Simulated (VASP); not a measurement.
Set up this calculation in VASP 6.6.1, as the native input.

- Task: single point
- Functional: B3LYP
- Dispersion: D2
- Potentials or basis: VASP PAW PBE potentials, release 54 (Ag, Cl)
- Cutoff: 500 eV
- k mesh: 4 × 4 × 4
- Occupations: fermi-dirac, width 0.02 eV
- Spin: spin-orbit coupling, no magnetisation
- Grid for exact exchange (PRECFOCK): Normal
- Exchange at q = 0: default
- Further INCAR settings: ALGO = Normal; EDIFF = 1e-06

The system is AgCl.

```
Ag Cl
1.0
     3.43397    0.00000    0.00000
     0.00000    3.43397    0.00000
     0.00000    0.00000    3.43397
Ag Cl
1 1
Cartesian
  0.0000 0.0000 0.0000
  1.7170 1.7170 1.7170
```

Measurements of this composition are mostly on another form, of space group No. 225.

One way to write it, as run:

POSCAR

```
AgCl
3.434
    0.999992137449      0.000000000000      0.000000000000
    0.000000000000      0.999992137449      0.000000000000
    0.000000000000      0.000000000000      0.999992137449
Ag Cl
1 1
Direct
    0.0000000000      0.0000000000      0.0000000000
    0.5000000000      0.5000000000      0.5000000000
```

INCAR.step1

```
SYSTEM = AgCl
  PREC = Accurate
  ENCUT = 500
  EDIFF = 1E-5
  ISMEAR = -1
  SIGMA = 0.02
  LREAL = .FALSE.
  LASPH = .TRUE.
  NELM = 80
  ALGO = Normal
  ISIF = 2
  LWAVE = .TRUE.
  LCHARG = .FALSE.
  MAGMOM = 0 0 0 0 0 0
  LORBIT = 11
  LSORBIT = .TRUE.
  GGA_COMPAT = .FALSE.
  LMAXMIX = 4
  GGA = PE
```

INCAR.step2

```
SYSTEM = AgCl
  PREC = Accurate
  ENCUT = 500
  EDIFF = 1E-6
  ISMEAR = -1
  SIGMA = 0.02
  LREAL = .FALSE.
  LASPH = .TRUE.
  NELM = 80
  ALGO = Normal
  ISIF = 2
  LWAVE = .FALSE.
  LCHARG = .FALSE.
  MAGMOM = 0 0 0 0 0 0
  LORBIT = 11
  LSORBIT = .TRUE.
  GGA_COMPAT = .FALSE.
  LMAXMIX = 4
  GGA = B3
  LHFCALC = .TRUE.
  AEXX = 0.2
  AGGAX = 0.72
  AGGAC = 0.81
  ALDAC = 0.19
  PRECFOCK = Normal
  IVDW = 1
  ISTART = 1
```

KPOINTS

```
regular mesh
0
G
  4 4 4
  0 0 0
```

Potentials or basis: VASP PAW PBE potentials, release 54 (Ag, Cl).

Command:

```sh
$ cat potpaw_PBE.54/Ag/POTCAR potpaw_PBE.54/Cl/POTCAR > POTCAR
$ cp INCAR.step1 INCAR
$ mpirun -np 1 vasp_ncl > vasp.out
$ cp INCAR.step2 INCAR
$ mpirun -np 1 vasp_ncl > vasp.out
```

It gave:

```yaml
Pressure: 2.3 GPa
Valence_electrons_inside_the_program's_atomic_spheres: Ag 9.68; Cl 5.13
Dispersion_energy_per_atom: -0.490 eV
```

Caveat: the k mesh is coarse (spacing up to 0.46 Å⁻¹), so the values aren't converged, least of all with exact exchange; the PAW data sets were made with another functional, which shifts forces and pressure a little.

Wall time 18 min on 1 thread of Intel(R) Xeon(R) Platinum 8559C (Emerald Rapids) (shared host), peak memory 0.25 GiB.
